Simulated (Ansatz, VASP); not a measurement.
# One calculation of CdS, two programs

File POSCAR:

```
CdS
1.0
    0.0000000000      2.7267765431      2.7267765431
    2.7267765431      0.0000000000      2.7267765431
    2.7267765431      2.7267765431      0.0000000000
Cd S
1 1
Direct
    0.0000000000      0.0000000000      0.0000000000
    0.5000000000      0.5000000000      0.5000000000
```

Contents of INCAR.step1:

```
SYSTEM = CdS
PREC     = Accurate       ! precision mode
ENCUT    = 520            ! plane-wave cutoff, eV
ISMEAR   = 0              ! smearing method
SIGMA    = 0.01           ! smearing width, eV
LREAL    = .FALSE.        ! projectors in reciprocal space
LASPH    = .TRUE.         ! aspherical terms in the spheres
NELM     = 80             ! most SCF steps
NBANDS   = 16             ! bands
GGA      = PE             ! functional
ALGO     = Normal         ! electronic algorithm
EDIFF    = 1E-4           ! SCF threshold, eV
LWAVE    = .TRUE.         ! write WAVECAR
LCHARG   = .FALSE.        ! write CHGCAR
```

INCAR.step2

```
SYSTEM = CdS
PREC     = Accurate       ! precision mode
ENCUT    = 520            ! plane-wave cutoff, eV
EDIFF    = 1E-6           ! SCF threshold, eV
ISMEAR   = 0              ! smearing method
SIGMA    = 0.01           ! smearing width, eV
LREAL    = .FALSE.        ! projectors in reciprocal space
LASPH    = .TRUE.         ! aspherical terms in the spheres
NELM     = 80             ! most SCF steps
ALGO     = Normal         ! electronic algorithm
ISIF     = 2              ! what is computed and relaxed
LWAVE    = .FALSE.        ! write WAVECAR
LCHARG   = .FALSE.        ! write CHGCAR
METAGGA  = R2SCAN         ! meta-GGA
LMIXTAU  = .TRUE.       
NBANDS   = 16             ! bands
ISTART   = 1
```

KPOINTS

```
regular mesh
0
G
  6 6 6
  0 0 0
```

Input for Ansatz:

```yaml
crystal:
  lattice:
    - [0.0, 2.7267765431, 2.7267765431]
    - [2.7267765431, 0.0, 2.7267765431]
    - [2.7267765431, 2.7267765431, 0.0]
  atoms:
    - { symbol: Cd, position: [0.0, 0.0, 0.0] }
    - { symbol: S, position: [0.5, 0.5, 0.5] }
kpoints:
  mp_grid: { grid: [6, 6, 6] }
hamiltonian:
  xc: r2scan
scf:
  occupations: { method: fixed }
output:
  optics:
    e_range: [0, 12]
    de: 0.05
    sigma: 0.1
    bands: { spectra_wanted_up_to: 12 }
  write_density: true
  write_potential: true
  elf: true
  volumetric_format: npy
```

Alike in both runs: task single point; functional r2SCAN; k mesh 6 × 6 × 6; no spin polarisation.

|  | VASP | Ansatz |
| --- | --- | --- |
| version | VASP 6.6.1 | Ansatz 0.2.0 |
| potentials or method | VASP PAW PBE potentials, release 64 (Cd, S) | plane waves, PAW |
| plane-wave cutoff (eV) | 520 | 500 |
| occupations | gaussian, width 0.01 eV | fixed |
| valence electrons in the cell | 18 | 26 |

Ansatz gave:

| Quantity | Value |
| --- | --- |
| gap on the k mesh at the Fermi level (eV) | 0.75 |

Q: Which values does VASP return?

A: gap on the k mesh at the Fermi level (eV): 0.73.

The two sets of potentials don't hold the same shells in valence.

 A k mesh can miss the band edges. r2SCAN opens gaps a little over a GGA but as a rule still falls short of measured ones.
